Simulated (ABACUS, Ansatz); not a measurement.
Equation of state of NaCl under PBEsol

The structure is cubic, space group Fm-3m (No. 225). The conventional cell has a = 5.588 Å, b = 5.588 Å, c = 5.588 Å, α = 90.00°, β = 90.00°, γ = 90.00°. Cl (site symmetry m-3m) has 6 Na at 2.79 Å as nearest neighbours. Na (site symmetry m-3m) has 6 Cl at 2.79 Å as nearest neighbours.

The cell is a database's computed one, not the measured one.

The cell was scaled at fixed shape and fractions and run with Ansatz, Ansatz PAW, cutoff 420 eV; PBEsol, k mesh 8 × 8 × 8 on the cell of 2 atoms, fermi-dirac occupations of 0.05 eV, no spin polarisation, no spin-orbit coupling. The potentials were made for PBE. Energies are those that the program minimises, any entropy of the smearing included.

```tsv
V (Å³/atom)	energy over the lowest row (meV/atom)
20.5039	8.977
20.9402	4.219
21.3764	1.292
21.8127	0.000
22.2489	0.167
22.6852	?
23.1214	4.273
```

Problem. Fit the third-order Birch-Murnaghan form, give V0, B0 and B′, and predict the energy left open.

Solution. With y = (V0/V)^(2/3), E = E0 + (9 V0 B0/16) [(y - 1)³ B′ + (y - 1)² (6 - 4y)]. Least squares through the rows shown give V0 = 21.9762 Å³/atom, E0 = -0.100 meV, B0 = 25.85 GPa (1 eV/Å³ = 160.218 GPa) and B′ = 4.69, with a largest miss of 0.001 meV. At V = 22.6852 the form with these constants gives 1.637 meV; the run gave 1.638 meV an atom. Other set-ups at this level, from all their volumes (Å³/atom, GPa): ABACUS, PseudoDojo NC SR 0.4.1 PBEsol standard, plane waves: V0 21.999, B0 25.84; Ansatz, JTH PAW (made for PBE): V0 22.148, B0 25.73; Ansatz, PseudoDojo stringent (made for PBE): V0 21.994, B0 25.85; Ansatz, Ansatz PAW (files of its older set among them) (made for PBE): V0 21.980, B0 25.83.
